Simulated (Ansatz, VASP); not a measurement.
# ZnWO4 (ZnWO4 (P2/c)) in two plane-wave programs

One calculation is typed for both programs; each brings its own data sets. How far apart do they land? The cell is taken from a series of runs on this material, whose earlier steps may have relaxed, scaled, displaced or heated it; both programs get it as it stands.

Main program and level: Ansatz 0.2.0; plane waves, with VASP 6.6.1 beside it; relaxation of cell and atoms at r2SCAN.

**1. Set-up**

The structure is monoclinic, space group P2/c (No. 13). The conventional cell has a = 4.677 Å, b = 5.730 Å, c = 4.936 Å, α = 90.00°, β = 90.59°, γ = 90.00°. Zn has 6 O at 2.04 to 2.20 Å nearest. W has 6 O at 1.80 to 2.14 Å nearest. O has 2 W at 1.91 to 2.14 Å and 1 Zn at 2.04 Å nearest. Nearest to O lie 1 W at 1.80 Å and 2 Zn at 2.07 to 2.20 Å. Farther neighbours and most contacts between anions are not listed.

Coordinates:

```cif
data_structure
_symmetry_space_group_name_H-M 'P 1'
_symmetry_Int_Tables_number 1
_cell_length_a 4.6767
_cell_length_b 5.7297
_cell_length_c 4.9365
_cell_angle_alpha 90.000
_cell_angle_beta 90.586
_cell_angle_gamma 90.000
_cell_volume 132.27
loop_
_atom_site_label
_atom_site_type_symbol
_atom_site_fract_x
_atom_site_fract_y
_atom_site_fract_z
_atom_site_occupancy
Zn1 Zn 0.50000 0.67636 0.75000 1
Zn2 Zn 0.50000 0.32364 0.25000 1
W3 W 0.00000 0.18113 0.75000 1
W4 W 0.00000 0.81887 0.25000 1
O5 O 0.78269 0.10643 0.06492 1
O6 O 0.21731 0.10643 0.43508 1
O7 O 0.21731 0.89357 0.93508 1
O8 O 0.78269 0.89357 0.56492 1
O9 O 0.74307 0.37611 0.59734 1
O10 O 0.25693 0.37611 0.90266 1
O11 O 0.25693 0.62389 0.40266 1
O12 O 0.74307 0.62389 0.09734 1
```

**2. Ansatz: relaxation of cell and atoms, r2SCAN**

Ansatz runs on its default PAW (the set named soft_2) files.

The relaxed volume is the usual yardstick between codes: in a stiff, nearly cubic crystal its relative difference is about their pressure difference at one cell divided by the bulk modulus.

File input.yaml:

```yaml
crystal:
  lattice:
    - [4.6767193, 0.0, 0.0]
    - [0.0, 5.729711, 0.0]
    - [-0.050497, 0.0, 4.9361961]
  atoms:
    - { symbol: Zn, position: [0.5, 0.67635722, 0.75] }
    - { symbol: Zn, position: [0.5, 0.32364278, 0.25] }
    - { symbol: W, position: [0.0, 0.18112668, 0.75] }
    - { symbol: W, position: [0.0, 0.81887332, 0.25] }
    - { symbol: O, position: [0.78268742, 0.10643271, 0.06491672] }
    - { symbol: O, position: [0.21731258, 0.10643271, 0.43508328] }
    - { symbol: O, position: [0.21731258, 0.89356729, 0.93508328] }
    - { symbol: O, position: [0.78268742, 0.89356729, 0.56491672] }
    - { symbol: O, position: [0.74307269, 0.37610991, 0.59733575] }
    - { symbol: O, position: [0.25692731, 0.37610991, 0.90266425] }
    - { symbol: O, position: [0.25692731, 0.62389009, 0.40266425] }
    - { symbol: O, position: [0.74307269, 0.62389009, 0.09733575] }
basis:
  ecutwfc: 500
  xc_grid: 2
hamiltonian:
  xc: r2scan
kpoints:
  mp_grid: { grid: [6, 5, 6] }
scf:
  occupations: { method: fixed }
  max_iter: 100
relax:
  f_tol: 0.005
  max_steps: 60
  cell: {}
output:
  forces: true
  stress: true
checkpoint:
  write: "../cell.run"
  compress: false
  write_wavefunctions: false
  write_every: 100000
```

Run with:

```
> ansatz run input.yaml --threads 4 --pin off --max-ram 6594MiB --backend cpu --events-out ev --progress --plain --runs-dir out
```

Numbers of over 12 decimals in the logs are rounded to 6 here.

Output:

```text
Engine: ansatz 0.2.0, aarch64-unknown-linux-gnu
Pseudopotentials: kind: paw
Pseudopotential: Zn, paw, valence charge 12, recommended cutoff 500 eV (meta_gga), Zn.paw.azcp
Pseudopotential: W, paw, valence charge 14, recommended cutoff 500 eV (meta_gga), W.paw.azcp
Pseudopotential: O, paw, valence charge 6, recommended cutoff 500 eV (meta_gga), O.paw.azcp
Functional definition: r2SCAN
  parameter k0 = 0.174
  parameter k1 = 0.065
  parameter a1 = 4.9479
  exchange = r2scan_x(k0 = k0, k1 = k1, a1 = a1)
  correlation = r2scan_c
Crystal: 12 atoms, lattice volume = 132.272 Å³
Basis set: ecut = 500 eV, 3361 PW (Γ), exchange–correlation on 72×90×80 points (8 copies of the dense FFT grid, shifted against one another)
Bands: 62, of which v1, the nominal top of the filled ones, is band 50 counted from 1 (49 counted from 0)
Symmetry: 4 space group operations
Space group: P2/c (ITA 13), of the structure as read, at distance tolerance 5.1e-5 Å
k-points: 60 of 180
Non-local potential: Zn, projectors of the file, l = 0: 2, l = 1: 2, l = 2: 3, l = 3: 1
Non-local potential: W, projectors of the file, l = 0: 3, l = 1: 2, l = 2: 2, l = 3: 1
Non-local potential: O, projectors of the file, l = 0: 2, l = 1: 2, l = 2: 1
PAW form: soft (Blöchl's): semilocal exchange-correlation on the pseudo side does not see the compensation charge
PAW frozen core: Zn, regenerated for the run's functional (the file was generated under x = pbe(κ = 0.804, μ = 0.219515), c = pbe(β = 0.066725))
PAW frozen core: W, regenerated for the run's functional (the file was generated under x = pbe(κ = 0.804, μ = 0.219515), c = pbe(β = 0.066725))
PAW frozen core: O, regenerated for the run's functional (the file was generated under x = pbe(κ = 0.804, μ = 0.219515), c = pbe(β = 0.066725))
PAW one-centre angular grid: Zn, 590 points (default); XC on 261 of its mesh's 2673 points in the sphere
PAW one-centre angular grid: W, 590 points (default); XC on 160 Gauss nodes
PAW one-centre angular grid: O, 302 points (default); XC on 160 Gauss nodes
Initial density: superposition of atomic densities (neutral atoms: chi_scale 0, normalization atom), corrected by the library's trained network
Initial wavefunctions: pseudopotential atomic-orbital guess
Functional: x = r2scan, c = r2scan; τ floored in thin density (d = 2e-4 eV/Å³)
SCF iter   1: F=—  HF=-31999.393575 eV  |F-HF|=—  |Δ(HF+E_count)|=         —  Δρ=1.64e-2  dr2=3.27e-1  dr2_τ=7.19e-1  ethr=1.77e-3  ⟨swp⟩=5.0  Hψ=12736  notcnv=0  defer=575
preconditioner: auto → Resta (q_TF=auto, 2.604 Å⁻¹)  ε∞=6.5  [insulator: Δε(μ)=3.527 eV  Ē_g=12.652 eV  n_scr=38 (ndim 8)  ℏωp=29.6 eV  f_vac=0.027  ε∞_Penn≈6.5]
SCF iter   2: F=—  HF=-31999.481327 eV  |F-HF|=—  |Δ(HF+E_count)|=   8.78e-2  Δρ=5.90e-3  dr2=1.49e-2  dr2_τ=1.62e-2  ethr=3.27e-4  ⟨swp⟩=2.0  Hψ=6343  notcnv=0  defer=561
SCF iter   3: F=—  HF=-31999.482223 eV  |F-HF|=—  |Δ(HF+E_count)|=   8.96e-4  Δρ=3.86e-3  dr2=8.94e-3  dr2_τ=6.68e-4  ethr=1.49e-5  ⟨swp⟩=2.0  Hψ=5520  notcnv=0  defer=418
automatic band count: iteration 3 solves 59 bands in place of 62: the levels show a gap, and the empty bands left out lie too high to hold charge; the band table lists the bands solved (type scf.n_extra_bands for more)
SCF iter   4: F=—  HF=-31999.482106 eV  |F-HF|=—  |Δ(HF+E_count)|=   1.17e-4  Δρ=6.37e-4  dr2=3.89e-4  dr2_τ=1.08e-4  ethr=8.94e-6  ⟨swp⟩=2.0  Hψ=5037  notcnv=0  defer=418
SCF iter   5: F=—  HF=-31999.482085 eV  |F-HF|=—  |Δ(HF+E_count)|=   2.06e-5  Δρ=2.46e-4  dr2=5.29e-5  dr2_τ=9.00e-6  ethr=3.89e-7  ⟨swp⟩=2.0  Hψ=5898  notcnv=0  defer=387
SCF iter   6: F=—  HF=-31999.482129 eV  |F-HF|=—  |Δ(HF+E_count)|=   4.37e-5  Δρ=1.16e-4  dr2=2.13e-5  dr2_τ=1.43e-6  ethr=5.29e-8  ⟨swp⟩=2.0  Hψ=5296  notcnv=0  defer=177
SCF iter   7: F=—  HF=-31999.482127 eV  |F-HF|=—  |Δ(HF+E_count)|=   2.09e-6  Δρ=5.25e-5  dr2=2.83e-6  dr2_τ=4.71e-7  ethr=2.13e-8  ⟨swp⟩=2.0  Hψ=5786  notcnv=0  defer=177
SCF iter   8: F=—  HF=-31999.482127 eV  |F-HF|=—  |Δ(HF+E_count)|=   3.85e-7  Δρ=1.25e-5  dr2=2.25e-7  dr2_τ=1.31e-8  ethr=2.83e-9  ⟨swp⟩=2.0  Hψ=5867  notcnv=0  defer=177
SCF iter   9: F=-31999.482127 eV  HF=-31999.482127 eV  |F-HF|=4.18e-9  |Δ(HF+E_count)|=   1.43e-7  Δρ=4.34e-6  dr2=3.30e-8  dr2_τ=1.65e-9  ethr=1.00e-10  ⟨swp⟩=5.0  Hψ=13525  notcnv=0
SCF 1 converged in 9 iterations: F = -31999.482127 eV  dr2 = 3.30e-8
  greatest PAW one-centre occupation: 0.999 electrons in one spin orbital (limit 2), on the W atom at site 3 (counted from 0), in its partial waves of l = 0
relax step   1: F+E_penalty+E_count = -31999.48212678 eV  Δ(F+E_penalty+E_count) = +0.000e0 eV  max|allowed force component| = 3.326e-1 eV/Å  Δτ_max = 0.0000 Å  P = -2.486 GPa  Ω = 132.272 Å³  (9 SCF iters, dr2 threshold 1.00e-7 eV, accepted)
[...]
relax step   5: F+E_penalty+E_count = -31999.49839891 eV  Δ(F+E_penalty+E_count) = -1.697e-4 eV  max|allowed force component| = 1.032e-2 eV/Å  Δτ_max = 0.0039 Å  P = +0.024 GPa  Ω = 131.416 Å³  energy of the carried Pulay correction = +6.620e-4 eV  (7 SCF iters, dr2 threshold 4.26e-8 eV, accepted)
[...]
relax step   6: F+E_penalty+E_count = -31999.49835809 eV  Δ(F+E_penalty+E_count) = +4.082e-5 eV  max|allowed force component| = 4.354e-3 eV/Å  Δτ_max = 0.0017 Å  P = -0.033 GPa  Ω = 131.501 Å³  energy of the carried Pulay correction = +5.963e-4 eV  (7 SCF iters, dr2 threshold 6.66e-9 eV, accepted)
[...]
relax step   7: F+E_penalty+E_count = -31999.49776494 eV  Δ(F+E_penalty+E_count) = +5.932e-4 eV  max|allowed force component| = 4.366e-3 eV/Å  Δτ_max = 0.0000 Å  P = -0.029 GPa  Ω = 131.501 Å³  stress off target by 4.45e-2 GPa  SCF on the basis re-selected at this cell (its energy is not comparable with the rows above)  (5 SCF iters)
basis re-selected at this cell: Δ(F+E_penalty+E_count) = +5.932e-4 eV, ΔP = +0.003 GPa vs the last step (what re-selecting the basis moved, of the pressure what is left beyond the Pulay correction that the steps carried, after the strain that the cell walked since its last selection, with what the two solves' SCF thresholds leave and, on support functions, any second-order correction that the steps lacked; it is no measure of the basis error at this ecutwfc). The dense FFT grid was sized anew with the basis: this SCF ran on 36×45×36 points, the steps before it on 36×45×40, so part of this shift can come from that change (see relax.cell in the input reference). [rest of the remark cut]
SCF converged after 5 iterations
Free energy (F): -31999.497765 eV
Harris-Foulkes:  -31999.497765 eV  (|F-HF|=5.46e-11)
Internal energy: -31999.497765 eV  (E = F + TS)
E sigma→0 (E₀):  -31999.497765 eV
Fermi energy:    8.399330 eV
--- Per-component energies (eV) ---
  E_band       = -448.545189
  E_kinetic    = 2565.553754
  E_local      = -7856.818509  (includes V_loc(G=0)·N_el)
  E_nonlocal   = 1627.946511
  E_hartree    = 2997.040008
  E_xc         = -1326.614264
  E_vxc        = -1461.946745  (∫ρ·V_xc dr)
  E_paw        = -22178.223724  (= ΣΔE_a)
  E_vpaw       = -1403.175618  (= ΣTr[D̂ρ^β])
  E_aug_tail   = 0.008340  (compensation charges beyond the density's cutoff)
  E_vtau       = 85.806988  (kinetic-family band-sum trace: ∫τ·v_τ [+ j·A + Jᵃ·Aᵃ] dr)
  E_ewald      = -7826.593217
  E_core_change = -1.796662  (= ΣΔE_core)
  E_smearing   = -0.000000  (= −TS)
  E_closure    = 0.000000  (closes the sum)
  Σ components = -31999.497765   (vs F -31999.497765, Δ=0.00e0)
--- Forces (eV/Å), atoms counted from 1 ---
  atom   1  Zn     0.00000000    -0.00065349    -0.00000000
  atom   2  Zn     0.00000000     0.00065349     0.00000000
  atom   3  W      0.00000000    -0.00369562    -0.00000000
  atom   4  W      0.00000000     0.00369562     0.00000000
  atom   5  O     -0.00214686     0.00356246    -0.00038204
  atom   6  O      0.00214686     0.00356246     0.00038204
  atom   7  O      0.00214686    -0.00356246     0.00038204
  atom   8  O     -0.00214686    -0.00356246    -0.00038204
  atom   9  O     -0.00436595     0.00354124    -0.00334723
  atom  10  O      0.00436595     0.00354124     0.00334723
  atom  11  O      0.00436595    -0.00354124     0.00334723
  atom  12  O     -0.00436595    -0.00354124    -0.00334723
  max |Σ_I F_I| component: 0.00e0 eV/Å
--- Stress (GPa, compression-positive) ---
       -0.026704       0.000000       0.015997
        0.000000      -0.030760      -0.000000
        0.015994      -0.000000      -0.030055
  P = ⅓ Tr σ = -0.0292 GPa (-0.292 kbar)
--- Relaxed structure (6 steps of the walk, 6 accepted, 1 SCFs on fresh bases) ---
  F+E_penalty+E_count = -31999.49776494 eV   max|allowed force component| = 4.366e-3 eV/Å   (the final SCF, on the basis selected at the relaxed cell)
  cell:  # Å, volume = 131.5008 Å³
    - [4.675066, 0, 0.000700944]
    - [0, 5.726303, 3.484948144940962e-18]
    - [-0.049739, 3.0031535510496778e-18, 4.912082]
  atoms:
    - { symbol: Zn, position: [0.5, 0.679708, 0.75] }
    - { symbol: Zn, position: [0.5, 0.320292, 0.25] }
    - { symbol: W, position: [0.0, 0.182993, 0.75] }
    - { symbol: W, position: [-4.336808689942018e-19, 0.817007, 0.25] }
    - { symbol: O, position: [0.783267, 0.105932, 0.063508] }
    - { symbol: O, position: [0.216733, 0.105932, 0.436492] }
    - { symbol: O, position: [0.216733, 0.894068, 0.936492] }
    - { symbol: O, position: [0.783267, 0.894068, 0.563508] }
    - { symbol: O, position: [0.743813, 0.375928, 0.596914] }
    - { symbol: O, position: [0.256187, 0.375928, 0.903086] }
    - { symbol: O, position: [0.256187, 0.624072, 0.403086] }
    - { symbol: O, position: [0.743813, 0.624072, 0.096914] }
```

Reading the cycles: dr2 is the Hartree energy of the density residual (eV), the measure of convergence; HF is the Harris–Foulkes estimate of the energy, which meets the free energy F at convergence.

[end of part 1 of 2]

[Lines on the potential files, build, host, timing and source positions are cut from VASP's logs without a mark.]

[Logs are printed without paths, hosts, clocks, repeated set-up lines and the standing remarks that a program may print on its own settings, such as how far it seeks lower states.]

[Hosts, paths, dates, database ids (printed as entryN), source tags and the programs' standing remarks are cut or masked in the printed files.]
